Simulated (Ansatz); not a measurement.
# CO2: a short molecular-dynamics run

A trajectory of CO2, a distorted structure with 6 atoms that was not relaxed first: 60 steps of 1 fs at constant energy, with velocities drawn for 2000 K.

Program: Ansatz 0.2.0. Level of theory: DFT LDA, plane waves, PAW, scalar-relativistic, no spin polarisation. These are calculated values, not measurements.

**1. The structure to begin with**

The cell holds 6 atoms (C2O4): a = 3.407 Å, b = 3.463 Å, c = 4.019 Å, α = 89.70°, β = 91.37°, γ = 89.12°.

As a file:

```cif
data_structure
_symmetry_space_group_name_H-M 'P 1'
_symmetry_Int_Tables_number 1
_cell_length_a 3.4074
_cell_length_b 3.4632
_cell_length_c 4.0191
_cell_angle_alpha 89.703
_cell_angle_beta 91.372
_cell_angle_gamma 89.125
_cell_volume 47.41
loop_
_atom_site_label
_atom_site_type_symbol
_atom_site_fract_x
_atom_site_fract_y
_atom_site_fract_z
_atom_site_occupancy
C1 C 0.00338 0.99845 0.00116 1
C2 C 0.49621 0.49848 0.50696 1
O1 O 0.22843 0.24241 0.00757 1
O2 O 0.27401 0.73146 0.49694 1
O3 O 0.77667 0.75801 0.99952 1
O4 O 0.72678 0.27655 0.49954 1
```

**2. The run**

File input.yaml:

```yaml
crystal:
  lattice:
    - [3.407093, 0.026289, -0.041048]
    - [0.026289, 3.463109, 0.009098]
    - [-0.047915, 0.010621, 4.018795]
  atoms:
    - { symbol: C, position: [0.003376, 0.998451, 0.001156] }
    - { symbol: C, position: [0.496207, 0.498476, 0.506956] }
    - { symbol: O, position: [0.228433, 0.242411, 0.007567] }
    - { symbol: O, position: [0.274008, 0.731463, 0.496944] }
    - { symbol: O, position: [0.776666, 0.758013, 0.999515] }
    - { symbol: O, position: [0.726782, 0.276549, 0.499537] }
kpoints:
  mp_grid: { grid: [4, 4, 4] }
magnetization:
  spin_polarized: false
scf:
  occupations: { method: cold, width: 0.15 }
hamiltonian:
  pseudopotentials: { kind: paw }
  xc: lda
basis:
  ecutwfc: 420
md:
  timestep: 1.0
  n_steps: 60
  ensemble: nve
  temperature: 2000.0
  initial_velocities: maxwell_boltzmann
  seed: 218278
```

Command:

```sh
$ ansatz run input.yaml --threads 2 --pin off --max-ram 2560MiB --backend cpu --events-out ev --progress --plain --runs-dir out
```

Before running it: what results should come out? Wanted: temperature, first and last step; temperature, second half; potential energy, second half; largest change of the total energy; mean square displacement, second half.

The runs gave:

| quantity | value |
| --- | --- |
| length | 60 steps of 1 fs |
| temperature, first and last step | 2000 and 955 K |
| temperature, second half | mean 1384 K, from 880 to 1966 K |
| potential energy, second half | +68 meV/atom from the start |
| largest change of the total energy | 3.10 meV/atom |
| mean square displacement, second half | O 0.025, C 0.009 Å² |

The temperature starts at 2000 K and averages 1384 K in the second half, where it ranges from 880 to 1966 K. The total energy strays from its start by at most 3.10 meV/atom, 2.1 % of the mean kinetic energy, fair for a step of 1 fs. The farthest move is 0.30 Å, against a mean nearest distance of 1.1 Å at the start: no atom has changed site so far. Averages from a run of 60 fs with 6 atoms are rough. The k-mesh is coarse for this cell.
